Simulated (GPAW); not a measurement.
SnO2 (Cassiterite):

```
CELL_PARAMETERS angstrom
4.73800 0.00000 0.00000
0.00000 4.73800 0.00000
0.00000 0.00000 3.18650
ATOMIC_POSITIONS crystal
Sn 0.50000 0.50000 0.50000
Sn 0.00000 0.00000 0.00000
O 0.80710 0.19290 0.50000
O 0.69290 0.69290 0.00000
O 0.19290 0.80710 0.50000
O 0.30710 0.30710 0.00000
```

Base run:

| Quantity | Value |
| --- | --- |
| Program | GPAW 26.7.0 |
| Functional | PBEsol |
| Potentials or basis | PAW data sets generated in the run's folder for this functional |
| Cutoff | 550 eV |
| Basis | pw |
| k mesh | 5 × 5 × 7 |
| Occupations | fermi-dirac, width 0.001 eV |
| Spin | no spin polarisation |

Its results: band gap on the k mesh 1.19 eV, direct; electronic dielectric tensor (diagonal) 4.30, 4.30, 4.54.

Task: The run is repeated on the same cell with these changes: functional from PBEsol to AM05. What comes out?

Result: Band gap on the k mesh 1.25 eV, direct; electronic dielectric tensor (diagonal) 4.23, 4.23, 4.48.

Caveats: the long-wavelength limit can be off by a per cent or two; spin-orbit coupling is left out, which moves the levels of the heavy elements; an odd mesh through Γ misses points on the zone boundary, where band edges often lie.
